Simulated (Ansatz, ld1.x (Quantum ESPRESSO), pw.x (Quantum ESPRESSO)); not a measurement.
What a changed setting does to a pw.x run (sc Pt)

Potential: ultrasoft, ld1.x (Quantum ESPRESSO) 7.5, PBE; core [Kr] 4d10 4f14, reference 5s2 5p6 5d9 6s1 6p0; waves: 5s (bound): rcut 1.45, rcutus 1.55 bohr; 6s (bound): rcut 1.45, rcutus 1.55 bohr; 5p (bound): rcut 1.45, rcutus 1.55 bohr; 6p (bound, empty): rcut 1.45, rcutus 1.55 bohr; 5d (bound): rcut 1.18, rcutus 1.26 bohr; 5d channel at 3.5 Ry: rcut 1.18, rcutus 1.26 bohr; local part: all-electron potential smoothed inside 1.35 bohr (lloc = -1); core correction: Bessel-smoothed model core, default radius (core density twice the valence density); augmentation: PSQ, radius 1.00 bohr.

The reference run (k-mesh 12³, cutoffs 135/900 Ry, Fermi–Dirac 0.01 Ry, mixing_beta 0.4, conv_thr 1e-9, no spin) gives -2.19 GPa at 18.193 Å³/atom, where all-electron LAPW gives -0.80 GPa. This run, with its own iteration cap, changes k-mesh shift to 1.

```
&control
  calculation='scf', prefix='x', pseudo_dir='./', outdir='./tmp', tstress=.true., disk_io='none'
/
&system
  ibrav=0, nat=1, ntyp=1, ecutwfc=135, ecutrho=900, nbnd=17,
  occupations='smearing', smearing='fd', degauss=0.01
/
&electrons
  conv_thr=1e-09, mixing_beta=0.4, electron_maxstep=70
/
ATOMIC_SPECIES
Pt 1.0 Pt.UPF
CELL_PARAMETERS angstrom
  2.63007484 0.00000000 0.00000000
  0.00000000 2.63007484 0.00000000
  0.00000000 0.00000000 2.63007484
ATOMIC_POSITIONS crystal
Pt 0.0000 0.0000 0.0000
K_POINTS automatic
12 12 12 1 1 1
```

```bash
pw.x < Pt.scf.in > Pt.scf.out
```

Q: How does the run end?

A: It converges in 9 iterations; the free energy moves by +12.1 meV/atom and the pressure by +0.09 GPa.

```
Message from routine setup:
     using ibrav=0 with symmetry is DISCOURAGED, use correct ibrav instead
     lattice parameter (alat)  =       4.9701  a.u.
     unit-cell volume          =     122.7724 (a.u.)^3
     number of electrons       =        18.00
     number of Kohn-Sham states=           17
     kinetic-energy cutoff     =     135.0000  Ry
     charge density cutoff     =     900.0000  Ry
     scf convergence threshold =      1.0E-09
     Exchange-correlation= PBE
     number of k points=    56  Fermi-Dirac smearing, width (Ry)=  0.0100
     iteration #  1     ecut=   135.00 Ry     beta= 0.40
     total energy              =    -381.09228640 Ry
     estimated scf accuracy    <       0.08219883 Ry
     iteration #  2     ecut=   135.00 Ry     beta= 0.40
     total energy              =    -381.10868126 Ry
     estimated scf accuracy    <       0.00178887 Ry
     iteration #  3     ecut=   135.00 Ry     beta= 0.40
     total energy              =    -381.10929782 Ry
     estimated scf accuracy    <       0.00071623 Ry
     iteration #  4     ecut=   135.00 Ry     beta= 0.40
     total energy              =    -381.10934054 Ry
     estimated scf accuracy    <       0.00007673 Ry
     iteration #  5     ecut=   135.00 Ry     beta= 0.40
     total energy              =    -381.10936301 Ry
     estimated scf accuracy    <       0.00000197 Ry
     iteration #  6     ecut=   135.00 Ry     beta= 0.40
     total energy              =    -381.10936452 Ry
     estimated scf accuracy    <       0.00000025 Ry
     iteration #  7     ecut=   135.00 Ry     beta= 0.40
     total energy              =    -381.10936457 Ry
     estimated scf accuracy    <          5.2E-09 Ry
     iteration #  8     ecut=   135.00 Ry     beta= 0.40
     total energy              =    -381.10936457 Ry
     estimated scf accuracy    <          5.7E-09 Ry
     iteration #  9     ecut=   135.00 Ry     beta= 0.40
     the Fermi energy is    18.3784 ev
!    total energy              =    -381.10936457 Ry
     estimated scf accuracy    <          5.1E-10 Ry
     smearing contrib. (-TS)   =      -0.00636483 Ry
     The total energy is F=E-TS. E is the sum of the following terms:
     one-electron contribution =     -73.64648461 Ry
     hartree contribution      =      46.79315571 Ry
     xc contribution           =    -169.28750224 Ry
     ewald contribution        =    -184.96216861 Ry
     convergence has been achieved in   9 iterations
          total   stress  (Ry/bohr**3)                   (kbar)     P=      -20.93
     Message from routine punch:
     Nothing written, as per user request (disk_io='none')
```

The run took about 36 s on one core of a shared host (Intel(R) Xeon(R) Platinum 8488C, 96 threads, 186 GiB, load 30).
